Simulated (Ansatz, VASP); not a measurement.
## InAs: VASP beside Ansatz

Wanted: the spread between two codes on one cell, functional and k mesh. The cell is generated by rule, not measured, and may not be a known phase. Of the first pair: The structure shown is the start of the Ansatz relaxation below; VASP solves that cell, so the two are compared at the walk's first step.

Calculated with Ansatz 0.2.0; plane waves, with VASP 6.6.1 beside it; single point at r2SCAN.

## Step 1: The structure

It takes space group R3m (No. 160, trigonal). The conventional cell has a = 4.388 Å, b = 4.388 Å, c = 10.703 Å, α = 90.00°, β = 90.00°, γ = 120.00°. In has 4 As at 2.68 to 2.69 Å nearest. Nearest to As lie 4 In at 2.68 to 2.69 Å. Farther neighbours are not listed.

## Step 2: Ansatz: relaxation, r2SCAN

Ansatz runs on its default PAW (the set named soft_2) files.

The two programs are compared at the cell with which this relaxation starts, whose forces are those of its first step.

Contents of input.yaml:

```yaml
crystal:
  lattice:
    - [4.388, 0.0, 0.0]
    - [-2.194, 3.8001194718, 0.0]
    - [0.0, 0.0, 10.7025179541]
  atoms:
    - { symbol: In, position: [0.0, 0.0, 0.0] }
    - { symbol: As, position: [0.0, 0.0, 0.25] }
    - { symbol: In, position: [0.3333333333, 0.6666666667, 0.3333333333] }
    - { symbol: As, position: [0.3333333333, 0.6666666667, 0.5833333333] }
    - { symbol: In, position: [0.6666666667, 0.3333333333, 0.6666666667] }
    - { symbol: As, position: [0.6666666667, 0.3333333333, 0.9166666667] }
kpoints:
  mp_grid: { grid: [6, 6, 2] }
scf:
  occupations: { method: fixed }
  max_iter: 120
hamiltonian:
  xc: r2scan
output: {}
relax:
  f_tol: 0.01
  max_steps: 40
  cell: { fix: [a, b, angles] }
```

The run is started by

```console
$ ansatz run input.yaml --threads 4 --pin off --max-ram 16384MiB --backend cpu --events-out ev --progress --plain --runs-dir out
```

Numbers of over 12 decimals in the logs are rounded to 6 here.

The log of the run:

```text
Engine: ansatz 0.2.0, aarch64-unknown-linux-gnu
Pseudopotentials: kind: paw
Pseudopotential: In, paw, valence charge 13, recommended cutoff 500 eV (meta_gga), In.paw.azcp
Pseudopotential: As, paw, valence charge 15, recommended cutoff 500 eV (meta_gga), As.paw.azcp
Functional definition: r2SCAN
  parameter k0 = 0.174
  parameter k1 = 0.065
  parameter a1 = 4.9479
  exchange = r2scan_x(k0 = k0, k1 = k1, a1 = a1)
  correlation = r2scan_c
Crystal: 6 atoms, lattice volume = 178.464 Å³
Basis set: ecut = 500 eV, 4467 PW (Γ), exchange–correlation on 144×144×320 points (64 copies of the dense FFT grid, shifted against one another)
Bands: 51, of which v1, the nominal top of the filled ones, is band 42 counted from 1 (41 counted from 0)
Symmetry: 18 space group operations
Space group: R3m (ITA 160), of the structure as read, at distance tolerance 5.6e-5 Å
k-points: 14 of 72 (time reversal used)
Non-local potential: In, projectors of the file, l = 0: 2, l = 1: 2, l = 2: 2, l = 3: 2
Non-local potential: As, projectors of the file, l = 0: 2, l = 1: 2, l = 2: 3, l = 3: 1
PAW form: soft (Blöchl's): semilocal exchange-correlation on the pseudo side does not see the compensation charge
PAW frozen core: In, regenerated for the run's functional (the file was generated under x = pbe(κ = 0.804, μ = 0.219515), c = pbe(β = 0.066725))
PAW frozen core: As, regenerated for the run's functional (the file was generated under x = pbe(κ = 0.804, μ = 0.219515), c = pbe(β = 0.066725))
PAW one-centre angular grid: In, 590 points (default); XC on 289 of its mesh's 2783 points in the sphere
PAW one-centre angular grid: As, 590 points (default); XC on 160 Gauss nodes
Initial density: superposition of atomic densities (neutral atoms: chi_scale 0, normalization atom), corrected by the library's trained network
Initial wavefunctions: pseudopotential atomic-orbital guess
Functional: x = r2scan, c = r2scan; τ floored in thin density (d = 2e-4 eV/Å³)
SCF iter   1: F=—  HF=-31431.440763 eV  |F-HF|=—  |Δ(HF+E_count)|=         —  Δρ=5.77e-3  dr2=3.41e-2  dr2_τ=1.93e-2  ethr=1.77e-3  ⟨swp⟩=4.9  Hψ=2426  notcnv=0  defer=84
preconditioner: auto → Resta (q_TF=auto, 2.406 Å⁻¹)  ε∞=3.0  [insulator: Δε(μ)=0.010 eV  Ē_g=14.484 eV  n_scr=38 (ndim 8)  ℏωp=20.4 eV  f_vac=0.126  ε∞_Penn≈3.0]
SCF iter   2: F=—  HF=-31431.455039 eV  |F-HF|=—  |Δ(HF+E_count)|=   1.43e-2  Δρ=2.38e-3  dr2=7.16e-3  dr2_τ=2.26e-4  ethr=4.06e-5  ⟨swp⟩=2.9  Hψ=1473  notcnv=0  defer=92
SCF iter   3: F=—  HF=-31431.455590 eV  |F-HF|=—  |Δ(HF+E_count)|=   5.51e-4  Δρ=8.30e-4  dr2=1.43e-3  dr2_τ=1.84e-5  ethr=8.53e-6  ⟨swp⟩=3.0  Hψ=1072  notcnv=0  defer=92
SCF iter   4: F=—  HF=-31431.455784 eV  |F-HF|=—  |Δ(HF+E_count)|=   1.94e-4  Δρ=2.16e-4  dr2=1.27e-4  dr2_τ=2.48e-6  ethr=1.71e-6  ⟨swp⟩=2.0  Hψ=1282  notcnv=0  defer=92
SCF iter   5: F=—  HF=-31431.455803 eV  |F-HF|=—  |Δ(HF+E_count)|=   1.90e-5  Δρ=7.01e-5  dr2=1.10e-5  dr2_τ=1.61e-7  ethr=1.51e-7  ⟨swp⟩=2.0  Hψ=1248  notcnv=0  defer=34
automatic band count: iteration 5 solves 49 bands in place of 51: the levels show a gap, and the empty bands left out lie too high to hold charge; the band table lists the bands solved (type scf.n_extra_bands for more)
SCF iter   6: F=—  HF=-31431.455784 eV  |F-HF|=—  |Δ(HF+E_count)|=   1.90e-5  Δρ=1.14e-5  dr2=2.80e-7  dr2_τ=6.37e-9  ethr=1.31e-8  ⟨swp⟩=2.6  Hψ=1154  notcnv=0  defer=26
SCF iter   7: F=-31431.455784 eV  HF=-31431.455784 eV  |F-HF|=6.49e-9  |Δ(HF+E_count)|=   8.91e-8  Δρ=2.97e-6  dr2=1.80e-8  dr2_τ=4.62e-10  ethr=1.19e-10  ⟨swp⟩=4.1  Hψ=2450  notcnv=0
SCF 1 converged in 7 iterations: F = -31431.455784 eV  dr2 = 1.80e-8
  greatest PAW one-centre occupation: 0.999 electrons in one spin orbital (limit 2), on the As atom at site 5 (counted from 0), in its partial waves of l = 2
relax step   1: F+E_penalty+E_count = -31431.45578417 eV  Δ(F+E_penalty+E_count) = +0.000e0 eV  max|allowed force component| = 4.609e-2 eV/Å  Δτ_max = 0.0000 Å  P = -2.141 GPa  Ω = 178.464 Å³  fix = [a, b, alpha, beta, gamma]  reactions: a -2.224, b -2.224 GPa  (7 SCF iters, dr2 threshold 1.00e-7 eV, accepted)
[...]
relax step   2: F+E_penalty+E_count = -31431.46859113 eV  Δ(F+E_penalty+E_count) = -1.281e-2 eV  max|allowed force component| = 7.135e-2 eV/Å  Δτ_max = 0.0307 Å  P = -0.302 GPa  Ω = 172.014 Å³  energy of the carried Pulay correction = +5.719e-4 eV  fix = [a, b, alpha, beta, gamma]  reactions: a -1.096, b -1.096 GPa  (7 SCF iters, dr2 threshold 6.00e-7 eV, accepted)
[...]
relax step   3: F+E_penalty+E_count = -31431.48196276 eV  Δ(F+E_penalty+E_count) = -1.337e-2 eV  max|allowed force component| = 1.743e-2 eV/Å  Δτ_max = 0.0140 Å  P = -1.106 GPa  Ω = 174.704 Å³  energy of the carried Pulay correction = +3.308e-4 eV  fix = [a, b, alpha, beta, gamma]  reactions: a -1.613, b -1.613 GPa  (6 SCF iters, dr2 threshold 6.00e-7 eV, accepted)
[...]
relax step   4: F+E_penalty+E_count = -31431.48203276 eV  Δ(F+E_penalty+E_count) = -7.000e-5 eV  max|allowed force component| = 4.764e-3 eV/Å  Δτ_max = 0.0007 Å  P = -1.090 GPa  Ω = 174.657 Å³  energy of the carried Pulay correction = +3.350e-4 eV  fix = [a, b, alpha, beta, gamma]  reactions: a -1.624, b -1.624 GPa  (5 SCF iters, dr2 threshold 2.13e-8 eV, accepted)
[...]
relax step   5: F+E_penalty+E_count = -31431.48173640 eV  Δ(F+E_penalty+E_count) = +2.964e-4 eV  max|allowed force component| = 4.746e-3 eV/Å  Δτ_max = 0.0000 Å  P = -1.092 GPa  Ω = 174.657 Å³  fix = [a, b, alpha, beta, gamma]  reactions: a -1.625, b -1.625 GPa  stress off target by 2.64e-2 GPa on what of the cell is left free  SCF on the basis re-selected at this cell (its energy is not comparable with the rows above)  (4 SCF iters)
basis re-selected at this cell: Δ(F+E_penalty+E_count) = +2.964e-4 eV, ΔP = -0.002 GPa vs the last step (what re-selecting the basis moved, of the pressure what is left beyond the Pulay correction that the steps carried, after the strain that the cell walked since its last selection, with what the two solves' SCF thresholds leave and, on support functions, any second-order correction that the steps lacked; it is no m [...]
SCF converged after 4 iterations
Free energy (F): -31431.481736 eV
Harris-Foulkes:  -31431.481736 eV  (|F-HF|=2.55e-11)
Internal energy: -31431.481736 eV  (E = F + TS)
E sigma→0 (E₀):  -31431.481736 eV
Fermi energy:    6.886112 eV
--- Per-component energies (eV) ---
  E_band       = -1040.112278
  E_kinetic    = 1036.088805
  E_local      = -10041.518706  (includes V_loc(G=0)·N_el)
  E_nonlocal   = -906.231977
  E_hartree    = 4844.409561
  E_xc         = -823.252580
  E_vxc        = -570.164920  (∫ρ·V_xc dr)
  E_paw        = -18098.982177  (= ΣΔE_a)
  E_vpaw       = -282.373327  (= ΣTr[D̂ρ^β])
  E_aug_tail   = 0.000003  (compensation charges beyond the density's cutoff)
  E_vtau       = 35.268613  (kinetic-family band-sum trace: ∫τ·v_τ [+ j·A + Jᵃ·Aᵃ] dr)
  E_ewald      = -7440.519080
  E_core_change = -1.475586  (= ΣΔE_core)
  E_smearing   = -0.000000  (= −TS)
  E_closure    = -0.000000  (closes the sum)
  Σ components = -31431.481736   (vs F -31431.481736, Δ=0.00e0)
--- Forces (eV/Å), atoms counted from 1 ---
  atom   1  In     0.00000000     0.00000000     0.00474664
  atom   2  As     0.00000000    -0.00000000    -0.00474635
  atom   3  In     0.00000000     0.00000000     0.00474664
  atom   4  As     0.00000000    -0.00000000    -0.00474635
  atom   5  In     0.00000000     0.00000000     0.00474664
  atom   6  As    -0.00000000    -0.00000000    -0.00474635
  max |Σ_I F_I| component: 8.59e-7 eV/Å
--- Stress (GPa, compression-positive) ---
       -1.625016       0.000000      -0.000000
       -0.000000      -1.625016       0.000000
        0.000000       0.000000      -0.026421
  P = ⅓ Tr σ = -1.0922 GPa (-10.922 kbar)
--- Relaxed structure (4 steps of the walk, 4 accepted, 1 SCFs on fresh bases) ---
  F+E_penalty+E_count = -31431.48173640 eV   max|allowed force component| = 4.746e-3 eV/Å   (the final SCF, on the basis selected at the relaxed cell)
  cell:  # Å, volume = 174.6574 Å³
    - [4.388000, 0, 0]
    - [-2.194000, 3.800119, 0]
    - [0, 0, 10.474255]
  atoms:
    - { symbol: In, position: [0, 0, -0.00149014] }
    - { symbol: As, position: [0, 0, 0.251490] }
    - { symbol: In, position: [0.333333, 0.666667, 0.331843] }
    - { symbol: As, position: [0.333333, 0.666667, 0.584823] }
    - { symbol: In, position: [0.666667, 0.333333, 0.665177] }
    - { symbol: As, position: [0.666667, 0.333333, 0.918157] }
```

## Step 3: VASP: single point, r2SCAN, start cell, pair 1

The same cell, functional and mesh now go to VASP, with its own data sets.

Lines of VASP's logs that name or quote its potential files are left out, and so is its time.

Contents of INCAR:

```
SYSTEM = InAs
PREC = Accurate
ENCUT = 440
EDIFF = 1E-06
NELM = 120
ISMEAR = 0
SIGMA = 0.01
LREAL = .FALSE.
ALGO = Normal
METAGGA = R2SCAN
LASPH = .TRUE.
NBANDS = 33
LORBIT = 11
LWAVE = .FALSE.
LCHARG = .FALSE.
ISIF = 2
GGA_COMPAT = .FALSE.
EFERMI = MIDGAP
LMIXTAU = .TRUE.
KPAR = 2
```

Contents of POSCAR:

```
InAs
1.0
    4.3880000000      0.0000000000      0.0000000000
   -2.1940000000      3.8001190000      0.0000000000
    0.0000000000      0.0000000000     10.7025180000
In As
3 3
Direct
    0.0000000000      0.0000000000      0.0000000000
    0.3333333333      0.6666666667      0.3333333333
    0.6666666667      0.3333333333      0.6666666667
    0.0000000000      0.0000000000      0.2499999533
    0.3333333333      0.6666666667      0.5833332866
    0.6666666667      0.3333333333      0.9166666199
```

Contents of KPOINTS:

```
Automatic mesh
0
Gamma
6 6 2
0 0 0
```

PAW data sets: In_d and As (PBE family, release 64).

The run is started by

```console
$ mpirun -np 2 vasp_std
```

The log of the run:

```text
[banner, memory and clock lines left out]
running    2 mpi-ranks, on    1 nodes
 distrk:  each k-point on    1 cores,    2 groups
 distr:  one band on    1 cores,    1 groups

 POSCAR found type information on POSCAR InAs
 POSCAR found :  2 types and       6 ions
|                                                                             |
|               ----> ADVICE to this user running VASP <----                  |
|                                                                             |
|     You enforced a specific xc type in the INCAR file but a different       |
|     [... a line on the potential file left out ...]
|     I HOPE YOU KNOW WHAT YOU ARE DOING!                                     |
|                                                                             |

 LDA part: xc-table for (None), standard interpolation
 POSCAR, INCAR and KPOINTS ok, starting setup
 FFT: planning ... GRIDC
 FFT: planning ... GRID_SOFT
 FFT: planning ... GRID
 WAVECAR not read
 entering main loop
       N       E                     dE             d eps       ncg     rms          rms(c)
DAV:   1     0.376871476068E+03    0.37687E+03   -0.22751E+04   924   0.161E+03
DAV:   2    -0.693555010644E+02   -0.44623E+03   -0.43871E+03   940   0.416E+02
DAV:   3    -0.121837870963E+03   -0.52482E+02   -0.51226E+02  1157   0.167E+02
DAV:   4    -0.124221617094E+03   -0.23837E+01   -0.23731E+01  1111   0.379E+01
DAV:   5    -0.124348910452E+03   -0.12729E+00   -0.12728E+00  1600   0.750E+00    0.969E+00
DAV:   6    -0.119121932211E+03    0.52270E+01   -0.51290E+00  1203   0.377E+01    0.482E+00
DAV:   7    -0.113823997176E+03    0.52979E+01   -0.13146E+00   962   0.961E+00    0.189E+00
DAV:   8    -0.115554404742E+03   -0.17304E+01   -0.12029E+00   973   0.899E+00    0.162E+00
DAV:   9    -0.113958744680E+03    0.15957E+01   -0.35919E-01   928   0.538E+00    0.862E-01
DAV:  10    -0.113885160122E+03    0.73585E-01   -0.21567E-01  1057   0.456E+00    0.492E-01
DAV:  11    -0.114070128917E+03   -0.18497E+00   -0.28191E-01   972   0.421E+00    0.253E-01
DAV:  12    -0.114076386962E+03   -0.62580E-02   -0.52820E-03  1166   0.567E-01    0.323E-01
DAV:  13    -0.114076150754E+03    0.23621E-03   -0.66748E-04  1180   0.235E-01    0.386E-01
DAV:  14    -0.114093838351E+03   -0.17688E-01   -0.51988E-03   970   0.645E-01    0.185E-01
DAV:  15    -0.114098609475E+03   -0.47711E-02   -0.16226E-02   943   0.777E-01    0.226E-01
DAV:  16    -0.114096361746E+03    0.22477E-02   -0.13877E-03  1174   0.283E-01    0.184E-01
DAV:  17    -0.114098465807E+03   -0.21041E-02   -0.77491E-04   969   0.204E-01    0.143E-01
DAV:  18    -0.114101780253E+03   -0.33144E-02   -0.17850E-03  1012   0.286E-01    0.132E-01
DAV:  19    -0.114102069718E+03   -0.28947E-03   -0.86578E-04   992   0.191E-01    0.227E-01
DAV:  20    -0.114102237408E+03   -0.16769E-03   -0.11016E-04  1015   0.831E-02    0.211E-01
DAV:  21    -0.114102237782E+03   -0.37330E-06   -0.93675E-06  1176   0.251E-02
   1 F= -.11410224E+03 E0= -.11410215E+03  d E =-.180579E-03
```

Parts of OUTCAR (step 3):

```text
ion  position               nearest neighbor table
   1  0.000  0.000  0.000-   4 2.68   6 2.69   6 2.69   6 2.69
   2  0.333  0.667  0.333-   5 2.68   4 2.69   4 2.69   4 2.69
   3  0.667  0.333  0.667-   6 2.68   5 2.69   5 2.69   5 2.69
   4  0.000  0.000  0.250-   1 2.68   2 2.69   2 2.69   2 2.69
   5  0.333  0.667  0.583-   2 2.68   3 2.69   3 2.69   3 2.69
   6  0.667  0.333  0.917-   3 2.68   1 2.69   1 2.69   1 2.69

  LATTYP: Found a hexagonal cell.
 ALAT       =     4.3880000000
 C/A-ratio  =     2.4390423883

 Subroutine GETGRP returns: Found  6 space group operations
 (whereof  6 operations were pure point group operations)

The static configuration has the point symmetry C_3v.

 Found     14 irreducible k-points:

   k-points           NKPTS =     14   k-points in BZ     NKDIM =     14   number of bands    NBANDS=     33

   dimension x,y,z NGX =    30 NGY =   30 NGZ =   80
   dimension x,y,z NGXF=    60 NGYF=   60 NGZF=  160

   ENCUT  =  440.0 eV  32.34 Ry    5.69 a.u.   7.50  7.50 18.30*2*pi/ulx,y,z

   NELECT =      54.0000    total number of electrons

 k-points in reciprocal lattice and weights: Automatic mesh
   0.00000000  0.00000000  0.00000000       0.014
   0.16666667  0.00000000  0.00000000       0.083
   0.33333333  0.00000000  0.00000000       0.083
   0.50000000  0.00000000  0.00000000       0.042
   0.16666667  0.16666667  0.00000000       0.083
   0.33333333  0.16666667  0.00000000       0.167
   0.33333333  0.33333333  0.00000000       0.028
   0.00000000  0.00000000  0.50000000       0.014
   0.16666667  0.00000000  0.50000000       0.083
[...]
0.33333333  0.16666667  0.50000000       0.167
   0.33333333  0.33333333  0.50000000       0.028

 average (electrostatic) potential at core
       1-102.8408       2-102.8408       3-102.8408       4 -54.8218       5 -54.8218
       6 -54.8218

 E-fermi :   3.5583

 k-point     1 :       0.0000    0.0000    0.0000
  band No.  band energies     occupation
    ...
     24       2.8154      2.00000
     25       3.4021      2.00000
     26       3.5520      1.62348
     27       3.5520      1.62346
     28       3.5605      0.75306
     29       4.8257      0.00000
     30       4.8257      0.00000
     31       7.7703      0.00000
     32       7.7703      0.00000
     33       7.8221      0.00000

 k-point     2 :       0.1667    0.0000    0.0000
  band No.  band energies     occupation
    ...
     23       1.8859      2.00000
     24       2.2503      2.00000
     25       2.7797      2.00000
     26       3.1563      2.00000
     27       3.2462      2.00000
     28       5.0780      0.00000
     29       5.9960      0.00000
     30       6.0088      0.00000
     31       7.6097      0.00000
     32       7.6706      0.00000
    ...

 k-point     3 :       0.3333    0.0000    0.0000
  band No.  band energies     occupation
    ...
     23       1.3307      2.00000
     24       1.6358      2.00000
     25       2.4077      2.00000
     26       2.4271      2.00000
     27       2.5467      2.00000
     28       5.6670      0.00000
     29       5.8312      0.00000
     30       6.2401      0.00000
     31       6.5365      0.00000
     32       7.8704      0.00000
    ...

  Total       -2.6425218     -2.6425211     -2.3201275      0.0000000      0.0000000     -0.0000000
  in kB      -23.7235335    -23.7235277    -20.8292031      0.0000000      0.0000000     -0.0000000
  external PRESSURE =     -22.7587548 kB  Pullay stress =       0.0000000 kB

  energy-cutoff  :      440.00
  volume of cell :      178.46
      direct lattice vectors                 reciprocal lattice vectors
     4.388000000  0.000000000  0.000000000     0.227894257  0.131574827  0.000000000
    -2.194000000  3.800119000  0.000000000     0.000000000  0.263149654  0.000000000
     0.000000000  0.000000000 10.702518000     0.000000000  0.000000000  0.093435956

 POSITION                                       TOTAL-FORCE (eV/Angst)
 -----------------------------------------------------------------------------------
      0.00000      0.00000      0.00000        -0.000000     -0.000000     -0.034802
     -0.00000      2.53341      3.56751         0.000000     -0.000000     -0.034802
      2.19400      1.26671      7.13501         0.000000      0.000000     -0.034802
      0.00000      0.00000      2.67563         0.000000     -0.000000      0.034802
     -0.00000      2.53341      6.24313         0.000000     -0.000000      0.034802
      2.19400      1.26671      9.81064         0.000000      0.000000      0.034802
 -----------------------------------------------------------------------------------
    total drift:                               -0.000000      0.000011     -0.003299

  FREE ENERGIE OF THE ION-ELECTRON SYSTEM (eV)
  ---------------------------------------------------
  free  energy   TOTEN  =      -114.1022377817 eV

  energy  without entropy=     -114.1020572032  energy(sigma->0) =     -114.10214749

 total charge
# of ion       s       p       d       tot
------------------------------------------
    1        0.835   0.693   9.882  11.410
    2        0.835   0.693   9.882  11.410
    3        0.835   0.693   9.882  11.410
    4        1.219   1.569   0.019   2.807
    5        1.219   1.569   0.019   2.807
    6        1.219   1.569   0.019   2.807
--------------------------------------------------
tot          6.164   6.784  29.702  42.650

[... 3 further parts left out ...]
```

The run ends at a pressure of -2.28 GPa, with forces up to 0.035 eV/Å.

## Step 4: Comparison

Known differences besides the potentials themselves: VASP keeps PBE cores, Ansatz makes them for the functional; fixed occupations in Ansatz, narrow Gaussian smearing in VASP; the data sets hold 84 valence electrons in Ansatz (on its default PAW (the set named soft_2) files) and 54 in VASP; the cutoff is 500 eV in Ansatz and 440 eV in VASP. Total energies have different zeros and are not compared.

Forces (eV/Å; atoms numbered as in POSCAR):

| atom | Ansatz x, y, z | VASP x, y, z |
| --- | --- | --- |
| In1 | 0.000, 0.000, -0.046 | 0.000, 0.000, -0.035 |
| In2 | 0.000, 0.000, -0.046 | 0.000, 0.000, -0.035 |
| In3 | 0.000, 0.000, -0.046 | 0.000, 0.000, -0.035 |
| As4 | 0.000, 0.000, 0.046 | 0.000, 0.000, 0.035 |
| As5 | 0.000, 0.000, 0.046 | 0.000, 0.000, 0.035 |
| As6 | 0.000, 0.000, 0.046 | 0.000, 0.000, 0.035 |

The forces differ by 6.5 meV/Å r.m.s., which is 32.5 % of the r.m.s. force of 0.020 eV/Å (both taken over all components). VASP's last cycles still show a density residual of 2e-02, so its state may not be settled.

(Continued in part 2 of 2.)

[Lines on the potential files, build, host, timing and source positions are cut from VASP's logs without a mark.]

[Logs are printed without paths, hosts, clocks, repeated set-up lines and the standing remarks that a program may print on its own settings, such as how far it seeks lower states.]

[Hosts, paths, dates, database ids (printed as entryN), source tags and the programs' standing remarks are cut or masked in the printed files.]
